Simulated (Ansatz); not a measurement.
RbBr, CsCl type, relaxed with r2SCAN. Space group Pm-3m (No. 221), cubic; a = 4.128 Å in the conventional setting, 35.17 Å³ an atom. Rb is surrounded by 8 Br at 3.57 Å; Br is surrounded by 8 Rb at 3.57 Å.

```
Rb Br
1.0
     4.12793    0.00000    0.00000
     0.00000    4.12793    0.00000
     0.00000    0.00000    4.12793
Rb Br
1 1
Cartesian
  0.0000 0.0000 0.0000
  2.0640 2.0640 2.0640
```

The questions ask for values computed with the plane-wave code Ansatz on this geometry. The cell comes from a prototype generator: it can be a known phase or a hypothetical one. No magnetic order is allowed.

Problem. Is there a gap with LDA, and of what kind?

Solution. The LDA gap is indirect, 3.67 eV (M to Γ), below the direct gap of 3.83 eV at Γ.

Problem. How does the gap change from LDA to r2SCAN (6×6×6)?

Solution. The r2SCAN gap is indirect, 4.82 eV (M to Γ), below the direct gap of 4.98 eV at Γ. The gap differs by +1.15 eV from LDA's.

Problem. How does the gap change from LDA to HSE06+SOC (4×4×4)?

Solution. HSE06+SOC gives an indirect gap of 5.22 eV, from M to Γ; the least direct gap is 5.24 eV at Γ. Spin-orbit coupling itself accounts for -0.04 eV. The gap differs by +1.55 eV from LDA's.

Problem. What does G0W0@PBE with 521 empty bands, a screening cutoff of 220 eV and a 4×4×4 mesh give?

Solution. 6.49 eV (the shift on the mesh added to PBE's least gap). The quasiparticle gap on this mesh is 6.49 eV (M to Γ), against 4.08 eV from PBE: +2.41 eV. Renormalisation factors Z lie between 0.79 and 0.85. No extrapolation in bands, cutoff or mesh was made for G0W0.

Problem. How strongly does the crystal screen a field with clamped ions (PBE)?

Solution. The electronic dielectric tensor ε∞ is 2.89 in all directions. Born charges, averaged over directions: Rb +1.24, Br -1.24 e.

Problem. What fraction of exact exchange does the dielectric-dependent hybrid take (1/ε∞ of PBE, averaged over directions)?

Solution. 0.346.

Problem. Relaxed again with PBEsol, is the cell stable at the zone centre, and where do its optical modes lie?

Solution. The optical mode at Γ lies at 75 cm⁻¹ without the longitudinal term. With the long-range field the highest mode reaches 121 cm⁻¹.

Only the levels marked +SOC include spin-orbit coupling.

The meshes of the hybrids are coarse, so their gaps aren't converged to the digits shown.
